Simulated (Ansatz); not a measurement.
**Al2Cu: strain energy, fitted**

Al2Cu, I4/mcm, a = 5.992 Å, c = 4.829 Å. The structure is a Materials Project entry; whether it is the stable form wasn't checked. Ansatz: PBEsol, PAW, 420 eV, Γ-centred 6×6×8 mesh on 12 atoms, Gaussian smearing 0.10 eV; no spin polarisation. Series: shear of c along a, cell held, atoms relaxed; x is the strain in per cent (engineering shear). y is the free energy over the unstrained cell, V0 = 14.449 Å³/atom. Symmetry makes y even in x.

```
x (%) y (meV/atom)
  0.0          0.00
  1.0          0.26
  2.0          1.06
  3.0          2.24
  4.0             ?
  6.0          7.07
```

Fit y = c2 x² + c4 x⁴ to the other rows, turn c2 into a modulus, and predict the missing energy.

Least squares on the rows shown. y = 0.2679 x² − 0.001985 x⁴. In eV per unit strain² c2 is 2.679; this is the shear stiffness (E = ½ C V0 γ²): 2 × 2.679 × 160.2 / (14.449) = 59 GPa. At x = 4.0 the fit asked for gives 3.78 meV/atom. The run gave 3.66 meV/atom, so the fit is 0.12 meV/atom too high, a small miss on the scale of the series.